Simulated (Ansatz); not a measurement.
Rock-salt LiI

The numbers are results of HSE06 (PAW; Ansatz, an electronic-structure program), not measurements.

Run with plane-wave cutoff 460 eV, 8×8×8 k mesh, Fermi–Dirac smearing 0.01 eV, scalar-relativistic PAW data made under PBE.

Cell: measured lattice: a = b = c = 6.0120 Å, α = β = γ = 90.00°.

```yaml
band_gap: 5.28 eV
smallest_direct_gap_on_the_k_points_sampled: 5.29 eV
width_of_the_whole_s_p_valence_band: 12.66 eV
```

Measured, for comparison: band gap 6.4 eV (temperature not stated, no zero-point or thermal correction, our sources range from 6.10 to 6.40; as tabulated in Aguado et al. (1998), arXiv:cond-mat/9809176).

Note: cell and atoms aren't relaxed at this level (pressure -0.3 GPa).

Spin–orbit coupling is not included; with these elements it can move the gap by several tenths of an eV or more.

Static lattice: no zero-point or thermal effects.
